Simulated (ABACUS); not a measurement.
## InP: band structure with BP86

**Experimental background.**

From a printed reference work, data compilation, for a bulk crystal of InP at 1.6 K: band gap 1.4236 eV (direct).

Crystal: InP.

```
CELL_PARAMETERS angstrom
0.00000 2.93050 2.93050
2.93050 0.00000 2.93050
2.93050 2.93050 0.00000
ATOMIC_POSITIONS crystal
In 0.00000 0.00000 0.00000
P 0.75000 0.75000 0.75000
```

```json
{"Program": "ABACUS 3.10.1", "Task": "band structure", "Functional": "BP86", "Potentials or basis": "PseudoDojo NC SR 0.5 PBE stringent", "Cutoff": "1116 eV", "Density cutoff": "4463 eV", "Basis": "plane waves", "Occupations": "fermi-dirac, width 0.05 eV", "Spin": "no spin polarisation", "Radial cutoff of the potentials (pseudo_rcut)": "10 bohr", "Threshold of the eigensolver": "1e-07 Ry", "Density": "read from an earlier self-consistent run", "Path": "G-X-W-K-G-L-U-W-L-K, U-X", "Points for each segment of the path": "10", "SCF threshold on the density": "1e-08", "Max SCF steps": "100", "Eigensolver": "dav", "Mixing": "broyden", "Mixing share": "0.7", "Symmetry key": "-1", "Bands": "23"}
```

```json
{"Band gap along the path": "0.64 eV, direct"}
```

Levels at the corners of the path, in eV from the Fermi level:
```tsv
point	band 9	band 10	band 11	band 12	band 13	band 14	band 15	band 16	band 17	band 18
Γ	-14.42	-11.88	-0.35	-0.35	-0.35	0.29	3.71	3.71	3.71	8.23
X	-14.39	-9.50	-6.14	-2.67	-2.67	1.42	1.90	8.85	9.19	9.19
W	-14.41	-9.42	-6.00	-3.30	-3.26	3.96	4.00	5.19	5.87	9.79
K	-14.40	-9.51	-6.00	-3.65	-2.29	2.00	4.03	7.15	7.19	7.87
Γ	-14.42	-11.88	-0.35	-0.35	-0.35	0.29	3.71	3.71	3.71	8.23
L	-14.41	-10.16	-6.10	-1.32	-1.32	1.10	4.45	4.45	6.78	9.14
U	-14.40	-9.51	-6.00	-3.65	-2.29	2.00	4.03	7.15	7.19	7.87
W	-14.41	-9.42	-6.00	-3.30	-3.26	3.96	4.00	5.19	5.87	9.79
L	-14.41	-10.16	-6.10	-1.32	-1.32	1.10	4.45	4.45	6.78	9.14
K	-14.40	-9.51	-6.00	-3.65	-2.29	2.00	4.03	7.15	7.19	7.87
U	-14.40	-9.51	-6.00	-3.65	-2.29	2.00	4.03	7.15	7.19	7.87
X	-14.39	-9.50	-6.14	-2.67	-2.67	1.42	1.90	8.85	9.19	9.19
```

Wall time 12 s on 4 MPI ranks on Intel(R) Xeon(R) Platinum 8488C (Sapphire Rapids), with other jobs on the host, peak memory 0.48 GiB a rank.

Against the measured gap of InP, 1.4236 eV (direct; 1.6 K; a printed reference work, data compilation), the calculated 0.64 eV is off by -0.79 eV. Spin-orbit coupling on In is left out. The value is that of BP86, without temperature or zero-point motion.

Caveat: the density is read from an earlier self-consistent run, whose mesh may be coarse; spin-orbit coupling is left out, which moves the levels of the heavy elements.
